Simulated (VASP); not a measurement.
**AlP: relaxation of cell and atoms with PBEsol**

The system is AlP.

```
CELL_PARAMETERS angstrom
0.00000 2.73570 2.73570
2.73570 0.00000 2.73570
2.73570 2.73570 0.00000
ATOMIC_POSITIONS crystal
Al 0.00000 0.00000 0.00000
P 0.25000 0.25000 0.25000
```

- Program: VASP 6.6.1
- Task: relaxation of cell and atoms
- Functional: PBEsol
- Potentials or basis: VASP PAW PBE potentials, release 64 (Al, P)
- Cutoff: 600 eV
- k mesh: 8 × 8 × 8
- Occupations: gaussian, width 0.03 eV
- Spin: no spin polarisation
- Further INCAR settings: ALGO = Normal; EDIFF = 1e-07; IBRION = 2; EDIFFG = -0.005; NSW = 90; ISIF = 3

The pressure after relaxing is 0.0 GPa. The band gap on the k mesh is 1.45 eV, indirect (least direct gap 3.15 eV).

Final structure:
```cif
data_structure
_symmetry_space_group_name_H-M 'P 1'
_symmetry_Int_Tables_number 1
_cell_length_a 3.8689
_cell_length_b 3.8689
_cell_length_c 3.8689
_cell_angle_alpha 60.000
_cell_angle_beta 60.000
_cell_angle_gamma 60.000
_cell_volume 40.95
loop_
_atom_site_label
_atom_site_type_symbol
_atom_site_fract_x
_atom_site_fract_y
_atom_site_fract_z
_atom_site_occupancy
Al1 Al 0.00000 0.00000 0.00000 1
P1 P 0.25000 0.25000 0.25000 1
```

Levels at points of the mesh, in eV from the valence-band top:
```tsv
k point	band 1	band 2	band 3	band 4	band 5	band 6	band 7	band 8
(0.00, 0.00, 0.00)	-11.49	0.00	0.00	0.00	3.15	4.50	4.50	4.50
(0.50, 0.00, 0.00)	-9.81	-5.55	-0.76	-0.76	2.71	4.75	4.75	8.06
(0.50, 0.50, 0.00)	-9.15	-5.32	-2.11	-2.11	1.45	2.37	10.94	10.94
```

Wall time 3.8 s on 4 MPI ranks on Intel(R) Xeon(R) 6975P-C (Granite Rapids), on a shared host, peak memory 0.16 GiB a rank.

Caveat: the relaxation stopped at its first step, so nothing moved; the PAW data sets were made with another functional, which shifts forces and pressure a little. A k mesh can miss the band edges.
